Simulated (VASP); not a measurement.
PbSe (zincblende): a LDA single-point calculation in VASP

INCAR

```
NBANDS = 17
LCHARG = .FALSE.
ISIF = 2
LASPH = .TRUE.
SIGMA = 0.01
NELM = 120
ISMEAR = 0
LWAVE = .FALSE.
NSW = 0
IBRION = -1
LREAL = .FALSE.
EDIFF = 1E-7
PREC = Accurate
ENCUT = 520
GGA = CA
```

KPOINTS

```
KPOINTS created by Atomic Simulation Environment
0
Gamma
6 6 6
0 0 0
```

KPOINTS_OPT

```
special points
6
Reciprocal
0.0000000000 0.0000000000 0.0000000000 1
0.5000000000 0.0000000000 0.5000000000 1
0.5000000000 0.2500000000 0.7500000000 1
0.3750000000 0.3750000000 0.7500000000 1
0.5000000000 0.5000000000 0.5000000000 1
0.6250000000 0.2500000000 0.6250000000 1
```

POSCAR

```
Pb Se
 1.0000000000000000
     0.0000000000000000    3.4232041300268978    3.4232041300268978
     3.4232041300268978   -0.0000000000000000    3.4232041300268978
     3.4232041300268978    3.4232041300268978   -0.0000000000000000
 Pb  Se
   1   1
Cartesian
 -0.0000000000000000 -0.0000000000000000  0.0000000000000000
  1.7116020650134487  1.7116020650134487  1.7116020650134487
```

VASP ran with the recommended LDA PAW datasets (20 valence electrons in the cell).

Command

```
mpirun -np 1 vasp_std
```

From OUTCAR

```
k-points           NKPTS =     16   k-points in BZ     NKDIM =     16   number of bands    NBANDS=     17

   NELECT =      20.0000    total number of electrons

   dimension x,y,z NGX =    36 NGY =   36 NGZ =   36
   dimension x,y,z NGXF=    72 NGYF=   72 NGZF=   72

  energy-cutoff  :      520.00
  volume of cell :       80.23
      direct lattice vectors                 reciprocal lattice vectors
     0.000000000  3.423204130  3.423204130    -0.146061988  0.146061988  0.146061988
     3.423204130  0.000000000  3.423204130     0.146061988 -0.146061988  0.146061988
     3.423204130  3.423204130  0.000000000     0.146061988  0.146061988 -0.146061988

 k-points in reciprocal lattice and weights: KPOINTS created by Atomic Simulation Env
   0.00000000  0.00000000  0.00000000       0.005
   0.16666667  0.00000000  0.00000000       0.037
   0.33333333  0.00000000  0.00000000       0.037
   0.50000000  0.00000000  0.00000000       0.019
   0.16666667  0.16666667  0.00000000       0.028
   0.33333333  0.16666667  0.00000000       0.111
   0.50000000  0.16666667  0.00000000       0.111
  -0.33333333  0.16666667  0.00000000       0.111
   ...

 E-fermi :   2.0844

 k-point     1 :       0.0000    0.0000    0.0000
  band No.  band energies     occupation
      1     -14.6174      2.00000
      2     -14.6174      2.00000
      3     -14.6174      2.00000
      4     -14.5829      2.00000
      5     -14.5829      2.00000
      6     -10.6860      2.00000
      7      -4.3274      2.00000
      8       0.5165      2.00000
      9       0.5165      2.00000
     10       0.5165      2.00000
     11       4.1585      0.00000
     12       4.1585      0.00000
     13       4.1585      0.00000
     14       6.5850      0.00000
     15      10.3091      0.00000
     16      10.3091      0.00000
     17      10.9625      0.00000

 k-point     2 :       0.1667    0.0000    0.0000
  band No.  band energies     occupation
      1     -14.6241      2.00000
      2     -14.6150      2.00000
      3     -14.6150      2.00000
      4     -14.5827      2.00000
      5     -14.5827      2.00000
      6     -10.5572      2.00000
      7      -4.7069      2.00000
      8       0.3573      2.00000
      9       0.3573      2.00000
     10       0.4822      2.00000
     11       4.0805      0.00000
     12       4.4174      0.00000
     13       4.4174      0.00000
     14       7.6877      0.00000
     15       9.5382      0.00000
     16       9.5382      0.00000
     17      10.3270      0.00000

 k-point     3 :       0.3333    0.0000    0.0000
  band No.  band energies     occupation
      1     -14.6375      2.00000
      2     -14.6110      2.00000
      3     -14.6110      2.00000
      4     -14.5816      2.00000
      5     -14.5816      2.00000
      6     -10.2618      2.00000
      7      -5.4354      2.00000
      8       0.0904      2.00000
      9       0.0904      2.00000
     10       0.2197      2.00000
     11       4.8004      0.00000
     12       4.8004      0.00000
     13       4.8757      0.00000
     14       8.3778      0.00000
     15       9.6235      0.00000
     16       9.6235      0.00000
     17      10.7113      0.00000

 k-point     4 :       0.5000    0.0000    0.0000
  band No.  band energies     occupation
      1     -14.6442      2.00000
      2     -14.6094      2.00000
      3     -14.6094      2.00000
      4     -14.5806      2.00000
      5     -14.5806      2.00000
      6     -10.0877      2.00000
      7      -5.8021      2.00000
      8      -0.0251      2.00000
      9      -0.0251      2.00000
     10       0.0599      2.00000
     11       4.9198      0.00000
     12       4.9198      0.00000
     13       5.6596      0.00000
     14       8.4051      0.00000
     15       9.8806      0.00000
     16      10.3784      0.00000
     17      10.3784      0.00000

 k-point     5 :       0.1667    0.1667    0.0000
  band No.  band energies     occupation
      1     -14.6292      2.00000
      2     -14.6126      2.00000
      3     -14.6126      2.00000
      4     -14.5843      2.00000
      5     -14.5813      2.00000
      6     -10.5133      2.00000
      7      -4.8159      2.00000
      8       0.1100      2.00000
      9       0.1100      2.00000
     10       0.9691      2.00000
     11       3.4097      0.00000
     12       4.8226      0.00000
     13       4.8226      0.00000
     14       8.0127      0.00000
     15       8.4249      0.00000
     16      10.5579      0.00000
     17      11.6287      0.00000

 k-point     6 :       0.3333    0.1667    0.0000
  band No.  band energies     occupation
      1     -14.6404      2.00000
      2     -14.6091      2.00000
      3     -14.6081      2.00000
      4     -14.5848      2.00000
      5     -14.5800      2.00000
      6     -10.2677      2.00000
      7      -5.3936      2.00000
      8      -0.3706      2.00000
      9      -0.1700      2.00000
     10       1.1836      2.00000
     11       3.5328      0.00000
     12       5.2946      0.00000
     13       5.3244      0.00000
     14       8.1132      0.00000
     15       9.3401      0.00000
     16      10.5085      0.00000
     17      11.4163      0.00000

 k-point     7 :       0.5000    0.1667    0.0000
  band No.  band energies     occupation
      1     -14.6473      2.00000
      2     -14.6079      2.00000
      3     -14.6062      2.00000
      4     -14.5831      2.00000
      5     -14.5800      2.00000
      6     -10.0350      2.00000
      7      -5.8624      2.00000
      8      -0.8222      2.00000
      9      -0.2326      2.00000
     10       1.1482      2.00000
     11       4.3358      0.00000
     12       5.3937      0.00000
     13       5.5311      0.00000
     14       8.6375      0.00000
     15       9.5074      0.00000
     16      10.5533      0.00000
     17      10.7126      0.00000

 k-point     8 :      -0.3333    0.1667    0.0000
  band No.  band energies     occupation
      1     -14.6442      2.00000
      2     -14.6085      2.00000
      3     -14.6079      2.00000
      4     -14.5821      2.00000
      5     -14.5814      2.00000
      6     -10.0957      2.00000
      7      -5.7460      2.00000
      8      -0.8442      2.00000
      9      -0.0389      2.00000
     10       1.0813      2.00000
     11       4.6261      0.00000
     12       5.0931      0.00000
     13       5.2031      0.00000
     14       8.9773      0.00000
     15       9.2953      0.00000
     16       9.7980      0.00000
     17      11.0707      0.00000

 k-point     9 :      -0.1667    0.1667    0.0000
  band No.  band energies     occupation
      1     -14.6336      2.00000
      2     -14.6123      2.00000
      3     -14.6109      2.00000
      4     -14.5835      2.00000
      5     -14.5814      2.00000
      6     -10.3689      2.00000
      7      -5.1735      2.00000
      8      -0.3647      2.00000
      9       0.2646      2.00000
     10       0.8841      2.00000
     11       4.0402      0.00000
     12       4.6090      0.00000
     13       5.0289      0.00000
     14       8.8070      0.00000
     15       8.8837      0.00000
     16       9.3699      0.00000
     17      11.6264      0.00000

 k-point    10 :       0.3333    0.3333    0.0000
  band No.  band energies     occupation
      1     -14.6519      2.00000
      2     -14.6028      2.00000
      3     -14.6028      2.00000
      4     -14.5876      2.00000
      5     -14.5782      2.00000
      6     -10.1067      2.00000
      7      -5.7049      2.00000
      8      -0.4915      2.00000
      9      -0.4915      2.00000
     10       1.5094      2.00000
     11       2.7770      0.00000
     12       6.1194      0.00000
     13       6.1194      0.00000
     14       7.4586      0.00000
     15      10.3047      0.00000
     16      11.2467      0.00000
     17      13.0835      0.00000

 k-point    11 :       0.5000    0.3333    0.0000
  band No.  band energies     occupation
      1     -14.6570      2.00000
      2     -14.6018      2.00000
      3     -14.6004      2.00000
      4     -14.5874      2.00000
      5     -14.5780      2.00000
      6      -9.9192      2.00000
      7      -6.0388      2.00000
      8      -0.9371      2.00000
      9      -0.5827      2.00000
     10       1.6896      2.00000
     11       3.1652      0.00000
     12       6.1304      0.00000
     13       6.3679      0.00000
     14       7.9136      0.00000
     15      10.1343      0.00000
     16      11.0949      0.00000
     17      12.3601      0.00000

 ...

  Total       -0.9621680     -0.9621680     -0.9621680      0.0000000      0.0000000      0.0000000
  in kB      -19.2146776    -19.2146776    -19.2146776      0.0000000      0.0000000      0.0000000
  external PRESSURE =     -19.2146776 kB  Pullay stress =       0.0000000 kB

 POSITION                                       TOTAL-FORCE (eV/Angst)
 -----------------------------------------------------------------------------------
      0.00000      0.00000      0.00000         0.000000      0.000000      0.000000
      1.71160      1.71160      1.71160        -0.000000     -0.000000     -0.000000
 -----------------------------------------------------------------------------------
    total drift:                               -0.000000     -0.000000     -0.000000

  FREE ENERGIE OF THE ION-ELECTRON SYSTEM (eV)
  ---------------------------------------------------
  free  energy   TOTEN  =        -8.8196148353 eV

  energy  without entropy=       -8.8196148353  energy(sigma->0) =       -8.81961484
```

```json
{
  "gap between bands v and c": "0.45 eV",
  "least direct gap": "1.01 eV",
  "pressure": "-1.9 GPa"
}
```

Band v is the last that the valence electrons fill when counted band by band, and c is the next.

The run took about 8.9 s on one core of a shared host (Intel Xeon 6975P-C) and held 0.19 GiB at most.
